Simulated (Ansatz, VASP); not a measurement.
**Cross-check of GaSb between VASP and Ansatz**

One calculation is typed for both programs; each brings its own data sets and cutoff. How far apart do they land? The cell is taken from a series of VASP runs on this material, whose earlier steps may have relaxed, scaled or displaced it; both programs get it as it stands.

Main program and level: Ansatz 0.2.0; plane waves, with VASP 6.6.1 beside it; band structure at LDA.

**1. The starting structure**

The structure is cubic, space group F-43m (No. 216). The conventional cell has a = 6.051 Å, b = 6.051 Å, c = 6.051 Å, α = 90.00°, β = 90.00°, γ = 90.00°. Sb has 4 Ga at 2.62 Å nearest. Nearest to Ga lie 4 Sb at 2.62 Å. Farther neighbours are not listed.

**2. VASP: band structure, LDA**

Levels along a path test the potential and the projectors away from the mesh points.

Lines of VASP's logs that name or quote its potential files are left out, and so is its time.

Input file INCAR:

```
SYSTEM = GaSb
PREC = Accurate
ENCUT = 350
EDIFF = 1E-06
NELM = 100
ISMEAR = 0
SIGMA = 0.03
LREAL = .FALSE.
ALGO = Normal
GGA = CA
NBANDS = 21
LORBIT = 11
LWAVE = .FALSE.
LCHARG = .FALSE.
KPAR = 4
LASPH = .TRUE.
```

Input file POSCAR:

```
GaSb
1.0
    0.0000000000      3.0253612038      3.0253612038
    3.0253612038      0.0000000000      3.0253612038
    3.0253612038      3.0253612038      0.0000000000
Sb Ga
1 1
Direct
    0.7500000000      0.7500000000      0.7500000000
    0.0000000000      0.0000000000      0.0000000000
```

Input file KPOINTS:

```
Automatic mesh
0
Gamma
6 6 6
0 0 0
```

Input file KPOINTS_OPT:

```
Line mode
10
Line-mode
Reciprocal
  0.00000000   0.00000000   0.00000000 GAMMA
  0.50000000   0.00000000   0.50000000 X

  0.50000000   0.00000000   0.50000000 X
  0.50000000   0.25000000   0.75000000 W

  0.50000000   0.25000000   0.75000000 W
  0.37500000   0.37500000   0.75000000 K

  0.37500000   0.37500000   0.75000000 K
  0.00000000   0.00000000   0.00000000 GAMMA

  0.00000000   0.00000000   0.00000000 GAMMA
  0.50000000   0.50000000   0.50000000 L

  0.50000000   0.50000000   0.50000000 L
  0.62500000   0.25000000   0.62500000 U

  0.62500000   0.25000000   0.62500000 U
  0.50000000   0.25000000   0.75000000 W

  0.50000000   0.25000000   0.75000000 W
  0.50000000   0.50000000   0.50000000 L

  0.50000000   0.50000000   0.50000000 L
  0.37500000   0.37500000   0.75000000 K

  0.62500000   0.25000000   0.62500000 U
  0.50000000   0.00000000   0.50000000 X
```

Potentials, in the order of the species: Sb and Ga_d (LDA family, release 64).

On the command line:

```bash
mpirun -np 4 vasp_std
```

Numbers of over 12 decimals in the logs are rounded to 6 here.

Output:

```text
[banner, memory and clock lines left out]
running    4 mpi-ranks, on    1 nodes
 distrk:  each k-point on    1 cores,    4 groups
 distr:  one band on    1 cores,    1 groups

 POSCAR found type information on POSCAR SbGa
 POSCAR found :  2 types and       2 ions
 LDA part: xc-table for (Slater(with rela. corr.)+CA(PZ))
 , standard interpolation
 POSCAR, INCAR and KPOINTS ok, starting setup
 FFT: planning ... GRIDC
 FFT: planning ... GRID_SOFT
 FFT: planning ... GRID
 WAVECAR not read
 entering main loop
       N       E                     dE             d eps       ncg     rms          rms(c)
DAV:   1     0.918462999380E+02    0.91846E+02   -0.63866E+03   724   0.897E+02
DAV:   2     0.697905842714E+00   -0.91148E+02   -0.85542E+02   703   0.250E+02
DAV:   3    -0.858500746096E+01   -0.92829E+01   -0.92341E+01   823   0.590E+01
DAV:   4    -0.876952791085E+01   -0.18452E+00   -0.18446E+00   796   0.918E+00
DAV:   5    -0.877285740237E+01   -0.33295E-02   -0.33294E-02   833   0.116E+00    0.347E+00
DAV:   6    -0.867857068787E+01    0.94287E-01   -0.57113E-02   950   0.318E+00    0.199E+00
DAV:   7    -0.864039094603E+01    0.38180E-01   -0.41081E-02   793   0.131E+00    0.317E-01
DAV:   8    -0.864013865087E+01    0.25230E-03   -0.48261E-03   758   0.596E-01    0.122E-01
DAV:   9    -0.864022648299E+01   -0.87832E-04   -0.38221E-04   857   0.142E-01    0.487E-02
DAV:  10    -0.864021326833E+01    0.13215E-04   -0.22245E-05   828   0.433E-02    0.127E-02
DAV:  11    -0.864021556944E+01   -0.23011E-05   -0.35927E-06   767   0.115E-02    0.807E-03
DAV:  12    -0.864021549357E+01    0.75873E-07   -0.22691E-07   466   0.415E-03
   1 F= -.86402155E+01 E0= -.86402105E+01  d E =-.100573E-04
 Start KPOINTS_OPT (optional k-point list driver)
k-point batch [1-16\100]
       N       E                     dE             ncg
DAV:   1     0.228235691796E+02   -0.55997E+04      721
DAV:   2    -0.144260690892E+04   -0.14654E+04      688
DAV:   3    -0.159448399627E+04   -0.15188E+03      864
DAV:   4    -0.159741152123E+04   -0.29275E+01      802
DAV:   5    -0.159746550104E+04   -0.53980E-01      805
DAV:   6    -0.159746794353E+04   -0.24425E-02      991
DAV:   7    -0.159746796306E+04   -0.19530E-04      828
DAV:   8    -0.159746796339E+04   -0.32937E-06      711
[...]
k-point batch [97-100\100]
       N       E                     dE             ncg
DAV:   1     0.611035334952E+04   -0.20521E+04      173
DAV:   2     0.573743037470E+04   -0.37292E+03      192
DAV:   3     0.570116139824E+04   -0.36269E+02      193
DAV:   4     0.570048406603E+04   -0.67733E+00      216
DAV:   5     0.570047150658E+04   -0.12559E-01      199
DAV:   6     0.570047087276E+04   -0.63381E-03      256
DAV:   7     0.570047086958E+04   -0.31802E-05      201
DAV:   8     0.570047086947E+04   -0.11425E-06      192
```

From OUTCAR (step 2):

```text
ion  position               nearest neighbor table
   1  0.750  0.750  0.750-   2 2.62   2 2.62   2 2.62   2 2.62
   2  0.000  0.000  0.000-   1 2.62   1 2.62   1 2.62   1 2.62

  LATTYP: Found a face centered cubic cell.
 ALAT       =     6.0507224076

 Subroutine GETGRP returns: Found 24 space group operations
 (whereof 24 operations were pure point group operations)

The static configuration has the point symmetry T_d .

 Found     16 irreducible k-points:

   k-points           NKPTS =     16   k-points in BZ     NKDIM =     16   number of bands    NBANDS=     21

   dimension x,y,z NGX =    28 NGY =   28 NGZ =   28
   dimension x,y,z NGXF=    56 NGYF=   56 NGZF=   56

   ENCUT  =  350.0 eV  25.72 Ry    5.07 a.u.   6.53  6.53  6.53*2*pi/ulx,y,z

   NELECT =      18.0000    total number of electrons

 k-points in reciprocal lattice and weights: Automatic mesh
   0.00000000  0.00000000  0.00000000       0.005
   0.16666667  0.00000000  0.00000000       0.037
   0.33333333  0.00000000  0.00000000       0.037
   0.50000000  0.00000000  0.00000000       0.019
   0.16666667  0.16666667  0.00000000       0.028
   0.33333333  0.16666667  0.00000000       0.111
   0.50000000  0.16666667  0.00000000       0.111
  -0.33333333  0.16666667  0.00000000       0.111
  -0.16666667  0.16666667  0.00000000       0.056
[...]
-0.33333333  0.33333333  0.16666667       0.111
  -0.33333333  0.50000000  0.16666667       0.056

 average (electrostatic) potential at core
       1 -88.3275       2 -66.5849

 E-fermi :   5.0939

 k-point     1 :       0.0000    0.0000    0.0000
  band No.  band energies     occupation
    ...
      5     -10.1269      2.00000
      6      -6.7177      2.00000
      7       5.0355      1.99407
      8       5.0355      1.99407
      9       5.0355      1.99407
     10       5.1442      0.01778
     11       7.7688      0.00000
     12       7.7688      0.00000
     13       7.7688      0.00000
     14      10.6697      0.00000
    ...

 k-point     2 :       0.1667    0.0000    0.0000
  band No.  band energies     occupation
    ...
      5     -10.1270      2.00000
      6      -6.4242      2.00000
      7       2.2726      2.00000
      8       4.6092      2.00000
      9       4.6092      2.00000
     10       6.0478      0.00000
     11       8.3309      0.00000
     12       8.3309      0.00000
     13       8.9955      0.00000
     14      11.9619      0.00000
    ...

 k-point     3 :       0.3333    0.0000    0.0000
  band No.  band energies     occupation
    ...
      5     -10.1269      2.00000
      6      -5.6376      2.00000
      7      -0.2932      2.00000
      8       4.0421      2.00000
      9       4.0421      2.00000
     10       5.5939      0.00000
     11       8.7737      0.00000
     12       8.7737      0.00000
     13      11.4362      0.00000
     14      11.9887      0.00000
    ...

  Total       -0.0104537     -0.0104537     -0.0104537     -0.0000000     -0.0000000     -0.0000000
  in kB       -0.3024259     -0.3024259     -0.3024259     -0.0000000     -0.0000000     -0.0000000
  external PRESSURE =      -0.3024259 kB  Pullay stress =       0.0000000 kB

  energy-cutoff  :      350.00
  volume of cell :       55.38
      direct lattice vectors                 reciprocal lattice vectors
     0.000000000  3.025361204  3.025361204    -0.165269522  0.165269522  0.165269522
     3.025361204  0.000000000  3.025361204     0.165269522 -0.165269522  0.165269522
     3.025361204  3.025361204  0.000000000     0.165269522  0.165269522 -0.165269522

 POSITION                                       TOTAL-FORCE (eV/Angst)
 -----------------------------------------------------------------------------------
      4.53804      4.53804      4.53804         0.000000     -0.000000     -0.000000
      0.00000      0.00000      0.00000        -0.000000      0.000000      0.000000
 -----------------------------------------------------------------------------------
    total drift:                               -0.000001     -0.000001     -0.000001

  FREE ENERGIE OF THE ION-ELECTRON SYSTEM (eV)
  ---------------------------------------------------
  free  energy   TOTEN  =        -8.6402154936 eV

  energy  without entropy=       -8.6402054362  energy(sigma->0) =       -8.64021046

 total charge
# of ion       s       p       d       tot
------------------------------------------
    1        1.131   1.372   0.031   2.534
    2        0.914   0.804   9.965  11.683
--------------------------------------------------
tot          2.045   2.175   9.996  14.216

[... 3 further parts left out ...]
```

The run ends at a pressure of -0.03 GPa.

**3. Ansatz: band structure, LDA**

Ansatz runs on its default PAW (the set named soft_2) files.

The same cell, functional (in two slightly different forms), mesh and smearing now go to Ansatz, which takes its cutoff from its data sets.

Input file input.yaml:

```yaml
crystal:
  lattice:
    - [0.0, 3.0253612038, 3.0253612038]
    - [3.0253612038, 0.0, 3.0253612038]
    - [3.0253612038, 3.0253612038, 0.0]
  atoms:
    - { symbol: Sb, position: [0.75, 0.75, 0.75] }
    - { symbol: Ga, position: [0.0, 0.0, 0.0] }
hamiltonian:
  xc: lda
  pseudopotentials: { kind: paw }
kpoints:
  mp_grid: { grid: [6, 6, 6] }
  band_path:
    path:
      - [0.0, 0.0, 0.0]
      - [0.16667, 0.0, 0.16667]
      - [0.33333, 0.0, 0.33333]
      - [0.5, 0.0, 0.5]
      - [0.5, 0.08333, 0.58333]
      - [0.5, 0.19444, 0.69444]
      - [0.5, 0.25, 0.75]
      - [0.45833, 0.29167, 0.75]
      - [0.40278, 0.34722, 0.75]
      - [0.375, 0.375, 0.75]
      - [0.20833, 0.20833, 0.41667]
      - [0.08333, 0.08333, 0.16667]
      - [0.0, 0.0, 0.0]
      - [0.22222, 0.22222, 0.22222]
      - [0.38889, 0.38889, 0.38889]
      - [0.51389, 0.47222, 0.51389]
      - [0.55556, 0.38889, 0.55556]
      - [0.61111, 0.27778, 0.61111]
      - [0.61111, 0.25, 0.63889]
      - [0.56944, 0.25, 0.68056]
      - [0.51389, 0.25, 0.73611]
      - [0.5, 0.27778, 0.72222]
      - [0.5, 0.38889, 0.61111]
      - [0.5, 0.47222, 0.52778]
      - [0.48611, 0.48611, 0.52778]
      - [0.43056, 0.43056, 0.63889]
      - [0.38889, 0.38889, 0.72222]
      - [0.59722, 0.19444, 0.59722]
      - [0.55556, 0.11111, 0.55556]
      - [0.5, 0.0, 0.5]
    npoints: 1
scf:
  occupations: { method: gaussian, width: 0.03 }
  n_extra_bands: 7
output:
  forces: true
  stress: true
  eigenvalues: true
```

On the command line:

```bash
ansatz run input.yaml --threads 2 --pin off --max-ram 4608MiB --backend cpu --events-out ev --progress --plain --runs-dir out
```

Output:

```text
scf.n_extra_bands = 7 over 14 filled bands (N_el = 28.0): the run solves 21 bands
Engine: ansatz 0.2.0, aarch64-unknown-linux-gnu
Pseudopotentials: kind: paw
Pseudopotential: Sb, paw, valence charge 15, recommended cutoff 420 eV (normal), Sb.paw.azcp
Pseudopotential: Ga, paw, valence charge 13, recommended cutoff 420 eV (normal), Ga.paw.azcp
Functional definition: SPW92
  exchange = slater_x
  correlation = pw_c
Crystal: 2 atoms, lattice volume = 55.381 Å³
Basis set: ecut = 420 eV, 1067 PW (Γ)
Bands: 21, of which v1, the nominal top of the filled ones, is band 14 counted from 1 (13 counted from 0)
Symmetry: 24 space group operations
Space group: F-43m (ITA 216), of the structure as read, at distance tolerance 3.8e-5 Å
k-points: 16 of 216 (time reversal used)
Non-local potential: Sb, projectors of the file, l = 0: 2, l = 1: 2, l = 2: 2, l = 3: 2
Non-local potential: Ga, projectors of the file, l = 0: 2, l = 1: 2, l = 2: 3, l = 3: 1
PAW form: soft (Blöchl's): semilocal exchange-correlation on the pseudo side does not see the compensation charge
PAW frozen core: Sb, regenerated for the run's functional, and the local potential with it (the file was generated under x = pbe(κ = 0.804, μ = 0.219515), c = pbe(β = 0.066725))
PAW frozen core: Ga, regenerated for the run's functional, and the local potential with it (the file was generated under x = pbe(κ = 0.804, μ = 0.219515), c = pbe(β = 0.066725))
PAW one-centre angular grid: Sb, 590 points (default); XC on 64 Gauss nodes
PAW one-centre angular grid: Ga, 590 points (default); XC on 64 Gauss nodes
Initial density: superposition of atomic densities (neutral atoms: chi_scale 0, normalization atom), corrected by the library's trained network
Initial wavefunctions: pseudopotential atomic-orbital guess
Functional: x = slater, c = lda
SCF iter   1: F=—  HF=-10043.022324 eV  |F-HF|=—  |Δ(HF+E_count)|=         —  Δρ=5.34e-3  dr2=6.76e-3  ethr=1.77e-3  ⟨swp⟩=6.2  Hψ=1809  notcnv=0
preconditioner: auto → none  [insulator: Δε(μ)=0.045 eV  Ē_g=16.941 eV  σ=0.030 eV  W_gap=0.68  n_scr=14 (ndim 8)  ℏωp=21.2 eV  f_vac=0.084  D(μ)=0.33/eV (n_scr^D=0)  ε∞_Penn≈2.6]
SCF iter   2: F=—  HF=-10043.018975 eV  |F-HF|=—  |Δ(HF+E_count)|=   3.35e-3  Δρ=2.37e-3  dr2=1.07e-3  ethr=2.42e-5  ⟨swp⟩=2.1  Hψ=694  notcnv=0  defer=36
SCF iter   3: F=—  HF=-10043.018934 eV  |F-HF|=—  |Δ(HF+E_count)|=   4.09e-5  Δρ=4.54e-4  dr2=1.30e-4  ethr=3.81e-6  ⟨swp⟩=2.8  Hψ=578  notcnv=0  defer=36
SCF iter   4: F=—  HF=-10043.018888 eV  |F-HF|=—  |Δ(HF+E_count)|=   4.65e-5  Δρ=2.00e-4  dr2=1.30e-5  ethr=4.63e-7  ⟨swp⟩=2.0  Hψ=443  notcnv=0  defer=36
SCF iter   5: F=—  HF=-10043.018878 eV  |F-HF|=—  |Δ(HF+E_count)|=   9.64e-6  Δρ=3.51e-5  dr2=4.76e-7  ethr=4.63e-8  ⟨swp⟩=2.0  Hψ=438  notcnv=0  defer=36
SCF iter   6: F=-10043.018878 eV  HF=-10043.018878 eV  |F-HF|=2.25e-9  |Δ(HF+E_count)|=   8.08e-8  Δρ=5.40e-6  dr2=1.19e-8  ethr=3.57e-10  ⟨swp⟩=8.7  Hψ=1721  notcnv=0
SCF 1 converged in 6 iterations: F = -10043.018878 eV  dr2 = 1.19e-8
  greatest PAW one-centre occupation: 0.998 electrons in one spin orbital (limit 2), on the Sb atom at site 0 (counted from 0), in its partial waves of l = 2
NSCF: frozen V_eff on 30 k-points
SCF converged after 6 iterations
Free energy (F): -10043.018878 eV
Harris-Foulkes:  -10043.018878 eV  (|F-HF|=2.25e-9)
Internal energy: -10043.018765 eV  (E = F + TS)
E sigma→0 (E₀):  -10043.018822 eV
Entropy (-TS):   -0.000113 eV (-0.057 meV/atom)
Fermi energy:    7.865550 eV
--- Per-component energies (eV) ---
  E_band       = -260.138288
  E_kinetic    = 325.694400
  E_local      = -3878.985831  (includes V_loc(G=0)·N_el)
  E_nonlocal   = 793.415820
  E_hartree    = 1783.306546
  E_xc         = -206.967221
  E_vxc        = -156.325573  (∫ρ·V_xc dr)
  E_paw        = -6340.120793  (= ΣΔE_a)
  E_vpaw       = -910.555057  (= ΣTr[D̂ρ^β])
  E_aug_tail   = -0.000125  (compensation charges beyond the density's cutoff)
  E_ewald      = -2521.648864
  E_core_change = 2.287303  (= ΣΔE_core)
  E_smearing   = -0.000113  (= −TS)
  E_closure    = -0.000000  (closes the sum)
  Σ components = -10043.018878   (vs F -10043.018878, Δ=0.00e0)
--- Forces (eV/Å), atoms counted from 1 ---
  atom   1  Sb     0.00000000    -0.00000000    -0.00000000
  atom   2  Ga    -0.00000000    -0.00000000     0.00000000
  max |Σ_I F_I| component: 3.70e-17 eV/Å
--- Stress (GPa, compression-positive) ---
       -0.083786      -0.000000      -0.000000
       -0.000000      -0.083786       0.000000
       -0.000000       0.000000      -0.083786
  P = ⅓ Tr σ = -0.0838 GPa (-0.838 kbar)
--- Band table (eV; the first three rows and the last of 16) ---
  k-point 0: bands = [... 10 lower, -3.9408, 7.8315, 7.8315, 7.8315, 7.8864, 10.5915, 10.5915, 10.5915, ... 3 higher]
  k-point 1: bands = [... 10 lower, -3.6479, 5.0555, 7.4079, 7.4079, 8.8262, 11.1546, 11.1546, 11.7969, ... 3 higher]
  k-point 2: bands = [... 10 lower, -2.8641, 2.5010, 6.8429, 6.8429, 8.3749, 11.6031, 11.6031, 14.2518, ... 3 higher]
  k-point 15: bands = [... 10 lower, -1.3411, 0.9369, 4.4969, 4.6735, 10.3647, 10.5891, 13.9561, 13.9971, ... 3 higher]
```

Elapsed: 1.9 s, on 2 threads of Arm Neoverse V1, shared host; peak memory 0.31 GiB.

The column dr2 measures how far the density is from self-consistency, as an energy; F and HF (Harris–Foulkes) agree once it is small.

**4. Comparison**

Known differences besides the potentials themselves: the two LDA forms differ slightly; the data sets hold 28 valence electrons in Ansatz (default PAW (the set named soft_2) files) and 18 in VASP; the cutoff is 420 eV in Ansatz and 350 eV in VASP; VASP's log shows a relativistic correction to its local exchange, Ansatz's none. Total energies have different zeros and are not compared.

The two programs side by side:

| quantity | Ansatz | VASP | difference |
| --- | --- | --- | --- |
| pressure (GPa) | -0.08 | -0.03 | -0.05 |
| gap over the path points (eV) | 0.055 | 0.109 | -0.054 |

Levels at points of the path, from each program's valence-band top (eV; 3 filled, then empty):

| k (reciprocal lattice) | Ansatz | VASP |
| --- | --- | --- |
| 0.000 0.000 0.000 | 0.00 0.00 0.00 0.06 2.76 2.76 | 0.00 0.00 0.00 0.11 2.73 2.73 |
| 0.167 0.000 0.167 | -2.80 -1.08 -1.08 1.61 2.69 4.33 | -2.78 -1.08 -1.08 1.60 2.70 4.30 |
| 0.333 0.000 0.333 | -5.41 -2.26 -2.26 0.85 2.02 6.90 | -5.40 -2.27 -2.27 0.84 2.01 6.84 |
| 0.500 0.000 0.500 | -7.00 -2.69 -2.69 0.80 1.11 8.85 | -7.01 -2.70 -2.70 0.79 1.09 8.79 |
| 0.500 0.083 0.583 | -6.97 -2.93 -2.86 1.32 1.58 7.91 | -6.98 -2.94 -2.88 1.30 1.57 7.83 |
| 0.500 0.194 0.694 | -6.87 -3.43 -3.23 3.01 3.25 5.53 | -6.89 -3.44 -3.24 3.00 3.24 5.48 |
| 0.500 0.250 0.750 | -6.86 -3.51 -3.29 3.74 4.28 4.42 | -6.87 -3.52 -3.30 3.73 4.25 4.41 |
| 0.458 0.292 0.750 | -6.84 -3.63 -3.02 2.82 4.00 5.23 | -6.85 -3.64 -3.03 2.81 3.98 5.19 |
| 0.403 0.347 0.750 | -6.81 -3.77 -2.41 1.51 3.88 6.42 | -6.82 -3.78 -2.42 1.50 3.86 6.37 |
| 0.375 0.375 0.750 | -6.81 -3.79 -2.29 1.30 3.86 6.67 | -6.82 -3.80 -2.30 1.29 3.84 6.64 |

Among the levels compared at these points, filled levels agree within 20 meV and empty ones within 81 meV. Ansatz's pressure holds a Pulay correction of 0.03 GPa; VASP's holds none.

**5. What came out**

```yaml
difference_in_gap_over_the_path_points_band_structure_lda: -0.054 eV
```

**Reading.** The difference in gap over the path points is -0.054 eV (band structure, LDA), within the 0.08 eV picked in this series as the mark of a large difference. 1 further run of this series is not shown here. How closely two codes agree says nothing of how well the functional describes the real material.

[Lines on the potential files, build, host, timing and source positions are cut from VASP's logs without a mark.]

[Logs are printed without paths, hosts, clocks, repeated set-up lines and the standing remarks that a program may print on its own settings, such as how far it seeks lower states.]

[Hosts, paths, dates, database ids (printed as entryN), source tags and the programs' standing remarks are cut or masked in the printed files.]
